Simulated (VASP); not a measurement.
# Be: equation of state with PBE

Be:

```
Be
1.0
    -1.25312    1.25312    1.25312
     1.25312   -1.25312    1.25312
     1.25312    1.25312   -1.25312
Be
1
Direct
  0.00000 0.00000 0.00000
```

This isn't the form of Be at room conditions, which is hcp.

```
Program             : VASP 6.6.1
Task                : equation of state
Functional          : PBE
Potentials or basis : VASP PAW PBE potentials, release 64 (Be)
Cutoff              : 520 eV
k mesh              : 15 × 15 × 15
Occupations         : fermi-dirac, width 0.05 eV
Spin                : no spin polarisation
```

The equilibrium volume is 7.83 Å³/atom. The bulk modulus is 124 GPa and the pressure derivative of the bulk modulus is 3.3.

Energy against volume, from the lowest point:
```csv
volume (Å³/atom),energy (meV/atom)
7.399,9.78
7.556,3.74
7.714,0.56
7.871,0.00
8.029,1.83
8.186,5.87
8.343,11.92
```

All runs of the series together: 24 s on 1 thread of Intel(R) Xeon(R) Platinum 8375C CPU @ 2.90GHz (Ice Lake) (shared host).
